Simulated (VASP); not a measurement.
**A VASP 6.6.1 single-point calculation on BeTe**

INCAR

```
LASPH = .TRUE.
IBRION = -1
LCHARG = .FALSE.
GGA = PE
NELECT = 8.02
ISMEAR = -1
SIGMA = 0.02
ENCUT = 520
PREC = Accurate
ISIF = 2
LREAL = .FALSE.
EDIFF = 1E-7
NELM = 74
LWAVE = .FALSE.
NSW = 0
NBANDS = 11
```

KPOINTS

```
KPOINTS created by Atomic Simulation Environment
0
Gamma
8 8 8
0 0 0
```

POSCAR

```
Be Te
 1.0000000000000000
     0.0000000000000000    2.8286236223999999    2.8851960947999999
     2.8286236223999999    0.0000000000000000    2.8851960947999999
     2.8286236223999999    2.8286236223999999    0.0000000000000000
 Be  Te
   1   1
Cartesian
  0.0000000000000000  0.0000000000000000  0.0000000000000000
  1.4143118111999997  1.4143118111999997  1.4425980474000000
```

The recommended PBE PAW datasets give the neutral cell 8 valence electrons.

Command

```
mpirun -np 1 vasp_std
```

OSZICAR

```
N       E                     dE             d eps       ncg     rms          rms(c)
DAV:   1     0.193617047570E+02    0.19362E+02   -0.32191E+03  1298   0.580E+02
DAV:   2    -0.646446179082E+01   -0.25826E+02   -0.24837E+02  1682   0.916E+01
DAV:   3    -0.758698453637E+01   -0.11225E+01   -0.11201E+01  1734   0.203E+01
DAV:   4    -0.759831635695E+01   -0.11332E-01   -0.11331E-01  1539   0.228E+00
DAV:   5    -0.759854842232E+01   -0.23207E-03   -0.23206E-03  1647   0.321E-01    0.399E+00
DAV:   6    -0.750992278241E+01    0.88626E-01   -0.98500E-02  1507   0.126E+00    0.240E+00
DAV:   7    -0.748363717971E+01    0.26286E-01   -0.89194E-02  1507   0.130E+00    0.431E-01
DAV:   8    -0.748427096092E+01   -0.63378E-03   -0.57283E-03  1481   0.429E-01    0.700E-02
DAV:   9    -0.748447172036E+01   -0.20076E-03   -0.26394E-04  1570   0.977E-02    0.283E-02
DAV:  10    -0.748452973756E+01   -0.58017E-04   -0.69222E-05  1479   0.434E-02    0.137E-02
DAV:  11    -0.748453157977E+01   -0.18422E-05   -0.17003E-06  1678   0.804E-03    0.106E-02
DAV:  12    -0.748453393158E+01   -0.23518E-05   -0.52324E-06  1388   0.130E-02    0.782E-03
DAV:  13    -0.748453400340E+01   -0.71817E-07   -0.40874E-08  1597   0.146E-03
   1 F= -.74845340E+01 E0= -.74844077E+01  d E =-.252524E-03
```

Standard output (part)

```
POSCAR found type information on POSCAR BeTe
 POSCAR found :  2 types and       2 ions
 LDA part: xc-table for (Slater+PW92), standard interpolation
 POSCAR, INCAR and KPOINTS ok, starting setup
 WAVECAR not read
 entering main loop
 the old and the new charge density differ
    0.399E+00
```

From OUTCAR

```
k-points           NKPTS =     59   k-points in BZ     NKDIM =     59   number of bands    NBANDS=     11

   NELECT =       8.0200    total number of electrons

   dimension x,y,z NGX =    30 NGY =   30 NGZ =   30
   dimension x,y,z NGXF=    60 NGYF=   60 NGZF=   60

  energy-cutoff  :      520.00
  volume of cell :       46.17
      direct lattice vectors                 reciprocal lattice vectors
     0.000000000  2.828623622  2.885196095    -0.176764415  0.176764415  0.173298446
     2.828623622  0.000000000  2.885196095     0.176764415 -0.176764415  0.173298446
     2.828623622  2.828623622  0.000000000     0.176764415  0.176764415 -0.173298446

 k-points in reciprocal lattice and weights: KPOINTS created by Atomic Simulation Env
   0.00000000  0.00000000  0.00000000       0.002
   0.12500000 -0.00000000  0.00000000       0.016
   0.25000000 -0.00000000  0.00000000       0.016
   0.37500000 -0.00000000  0.00000000       0.016
   0.50000000 -0.00000000  0.00000000       0.008
   0.12500000  0.12500000  0.00000000       0.004
   0.25000000  0.12500000  0.00000000       0.016
   0.37500000  0.12500000  0.00000000       0.016
   ...

 E-fermi :   6.8817

 k-point     1 :       0.0000    0.0000    0.0000
  band No.  band energies     occupation
      1      -7.3625      2.00000
      2       4.6504      2.00000
      3       4.7573      2.00000
      4       4.7573      2.00000
      5       8.2936      0.00000
      6       8.3464      0.00000
      7       8.3464      0.00000
      8       8.3876      0.00000
      9      12.9786      0.00000
     10      14.6957      0.00000
     11      15.0872      0.00000

 k-point     2 :       0.1250   -0.0000    0.0000
  band No.  band energies     occupation
      1      -7.2219      2.00000
      2       3.4468      2.00000
      3       4.4571      2.00000
      4       4.5454      2.00000
      5       8.1896      0.00000
      6       8.6755      0.00000
      7       8.6993      0.00000
      8       9.6431      0.00000
      9      13.4035      0.00000
     10      13.8671      0.00000
     11      14.1380      0.00000

 k-point     3 :       0.2500   -0.0000    0.0000
  band No.  band energies     occupation
      1      -6.8357      2.00000
      2       1.5131      2.00000
      3       4.0219      2.00000
      4       4.1460      2.00000
      5       7.9496      0.00000
      6       9.1907      0.00000
      7       9.2153      0.00000
      8      11.5732      0.00000
      9      13.6004      0.00000
     10      13.7845      0.00000
     11      13.8046      0.00000

 k-point     4 :       0.3750   -0.0000    0.0000
  band No.  band energies     occupation
      1      -6.3493      2.00000
      2      -0.0064      2.00000
      3       3.6846      2.00000
      4       3.8371      2.00000
      5       7.7618      0.00000
      6       9.3072      0.00000
      7       9.3939      0.00000
      8      12.5397      0.00000
      9      14.2804      0.00000
     10      14.7007      0.00000
     11      14.7965      0.00000

 k-point     5 :       0.5000   -0.0000    0.0000
  band No.  band energies     occupation
      1      -6.0988      2.00000
      2      -0.6120      2.00000
      3       3.5630      2.00000
      4       3.7261      2.00000
      5       7.6945      0.00000
      6       9.2775      0.00000
      7       9.3815      0.00000
      8      12.5365      0.00000
      9      15.4764      0.00000
     10      16.0232      0.00000
     11      16.1980      0.00000

 ...

  Total        0.0583250      0.0583250     -0.2611805      0.0000000     -0.0000000      0.0000000
  in kB        2.0239977      2.0239977     -9.0634935      0.0000000     -0.0000000      0.0000000
  external PRESSURE =      -1.6718327 kB  Pullay stress =       0.0000000 kB

 POSITION                                       TOTAL-FORCE (eV/Angst)
 -----------------------------------------------------------------------------------
      0.00000      0.00000      0.00000        -0.000000     -0.000000     -0.000000
      1.41431      1.41431      1.44260         0.000000      0.000000      0.000000
 -----------------------------------------------------------------------------------
    total drift:                                0.000000      0.000000      0.000000

  FREE ENERGIE OF THE ION-ELECTRON SYSTEM (eV)
  ---------------------------------------------------
  free  energy   TOTEN  =        -7.4845340034 eV

  energy  without entropy=       -7.4842814790  energy(sigma->0) =       -7.48440774
```

It converged. Results: pressure -0.2 GPa.

The cell is charged and sits in a uniform background.

For comparison, a separate PBE run of the intended cell, on usual settings and not on those above, gives a gap of 1.98 eV on its mesh and a pressure of -0.8 GPa.

The run above took about 24 s on one core of a shared host (Intel Xeon Platinum 8488C) and held 0.18 GiB at most.
